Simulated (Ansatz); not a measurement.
**Property card for SiMo₃**

Method: DFT PBE, scalar-relativistic, plane waves, PAW (Ansatz 0.2.0).

Cutoff 420 eV; k points 8×8×8 on the computed 8-atom cell (Γ-centred); Gaussian smearing, width 0.10 eV; no spin polarisation.

The structure is relaxed at this level of theory with its symmetry kept. Whether it is the stable form of this composition wasn't checked.

```xyz
8
Lattice="4.9065 0.0000 0.0000 0.0000 4.9065 0.0000 0.0000 0.0000 4.9065" Properties=species:S:1:pos:R:3 pbc="T T T"
Si    0.0000    0.0000    0.0000
Si    2.4532    2.4532    2.4532
Mo    1.2266    0.0000    2.4532
Mo    2.4532    3.6798    0.0000
Mo    3.6798    0.0000    2.4532
Mo    2.4532    1.2266    0.0000
Mo    0.0000    2.4532    3.6798
Mo    0.0000    2.4532    1.2266
```

```
Space group                                                       : Pm-3n (No. 223)
Volume per atom                                                   : 14.76 Å³
Formation energy from the elements' standard states (uncorrected) : -0.317 eV/atom
Kohn–Sham band gap                                                : none (metal)
Density of states at the Fermi level                              : 3.86 states/eV per cell
Löwdin character within 0.5 eV of the Fermi level                 : Mo 4d 87 %
Bulk modulus                                                      : 248 GPa
Its pressure derivative                                           : 4.3
Bader charges (e)                                                 : Si (2 in the cell) -0.51, Mo (6 in the cell) 0.17
```